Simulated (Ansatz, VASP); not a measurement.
**SiO2: VASP beside Ansatz**

```
Si O
1.0
     5.10538    0.00000    0.00000
    -2.55269    4.42139    0.00000
     0.00000    0.00000    5.58505
Si O
3 6
Direct
  0.00000 0.50000 0.66667
  0.50000 0.50000 0.33333
  0.50000 0.00000 0.00000
  0.79198 0.58396 0.50000
  0.20802 0.79198 0.83333
  0.58396 0.79198 0.16667
  0.20802 0.41604 0.50000
  0.79198 0.20802 0.83333
  0.41604 0.20802 0.16667
```

Alike in both runs: task single point; functional PBE; k mesh 6 × 6 × 4; occupations gaussian, width 0.01 eV; no spin polarisation.

|  | VASP | Ansatz |
| --- | --- | --- |
| version | VASP 6.6.1 | Ansatz 0.2.0 |
| potentials or method | VASP PAW PBE potentials, release 64 (Si, O) | scalar-relativistic, plane waves, PAW |
| plane-wave cutoff (eV) | 520 | 420 |
| valence electrons in the cell | 48 | 48 |

|  | VASP | Ansatz | Ansatz less VASP |
| --- | --- | --- | --- |
| gap on the k mesh at the Fermi level (eV) | 5.55 | 5.55 | +0.002 |
| least direct gap on the mesh (eV) | 5.73 | 5.73 | -0.001 |
| pressure (GPa) | 0.1 | 0.0 | -0.08 |
| rms of the force components (eV/Å) | 0.006 | 0.000 | -0.0057 |

Atom by atom the forces differ by 0.006 eV/Å (rms over components).

A k mesh can miss the band edges. PBE gaps usually lie below the measured ones, often by a third to a half.
